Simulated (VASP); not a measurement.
# P: restarted molecular dynamics, 2 variants

P, Cmce (no. 64), 16 atoms in the cell. PBE, molecular dynamics; PAW potentials P (PBE set).

| Restart from | Temperature at the end (K) | The same without a restart (K) | Potential energy at the end (eV/atom) | The same without a restart (eV/atom) | Electronic steps in the first step after the restart | Time (s) |
|---|---|---|---|---|---|---|
| CONTCAR with velocities, WAVECAR read | 609.0 | 609.0 | -5.32915 | -5.32915 | 4 | 247 |
| CONTCAR with velocities, no WAVECAR | 609.0 | 609.0 | -5.32915 | -5.32915 | 15 | 214 |

Limits: 120 fs of 16 atoms are too short for converged averages; the cell is only 4.5 Å across, so each atom moves in step with near copies of itself.

## Input of the first row

INCAR.step1:
```
SYSTEM = P
ALGO = Normal
ANDERSEN_PROB = 0.0
EDIFF = 1E-6
ENCUT = 260
GGA = PE
IBRION = 0
ISIF = 2
ISMEAR = 0
ISYM = 0
KPAR = 2
LASPH = .TRUE.
LCHARG = .FALSE.
LREAL = Auto
LWAVE = .TRUE.
MDALGO = 1
NELM = 60
NELMIN = 4
NSW = 30
POTIM = 2.0
PREC = Normal
RANDOM_SEED = 980779 0 0
SIGMA = 0.05
TEBEG = 1000
```

INCAR.step2, as INCAR.step1 but for:
```
- LWAVE = .TRUE.
+ LWAVE = .FALSE.
```

KPOINTS:
```
k-points
0
Monkhorst-Pack
  2 1 2
```

POSCAR.step1:
```
P
1.0
    6.5909724964      0.0000000000      0.0000000000
    0.0000000000     10.9300754502      0.0000000000
    0.0000000000      0.0000000000      4.5436355900
P
16
Direct
    0.2500000000      0.5958568700      0.5888151700
    0.7500000000      0.5958568700      0.5888151700
    0.0000000000      0.9041431300      0.4111848300
    0.5000000000      0.9041431300      0.4111848300
    0.2500000000      0.9041431300      0.0888151700
    0.7500000000      0.9041431300      0.0888151700
    0.0000000000      0.5958568700      0.9111848300
    0.5000000000      0.5958568700      0.9111848300
    0.0000000000      0.0958568700      0.5888151700
    0.5000000000      0.0958568700      0.5888151700
    0.2500000000      0.4041431300      0.4111848300
    0.7500000000      0.4041431300      0.4111848300
    0.0000000000      0.4041431300      0.0888151700
    0.5000000000      0.4041431300      0.0888151700
    0.2500000000      0.0958568700      0.9111848300
    0.7500000000      0.0958568700      0.9111848300
```

Commands (each step's output is kept before the next begins):
```
cat potpaw_PBE.64/P/POTCAR > POTCAR
cp INCAR.step1 INCAR
cp POSCAR.step1 POSCAR
mpirun -np 2 vasp_std > vasp.out
cp CONTCAR POSCAR
cp INCAR.step2 INCAR
mpirun -np 2 vasp_std > vasp.out
```

Changes of the last row against the first:
```
(step 1)
- LWAVE = True
+ LWAVE = False
```

VASP 6.6.1 took 247 s on 2 cores (Intel Xeon Platinum 8375C @ 2.90GHz (Ice Lake)), a shared host.
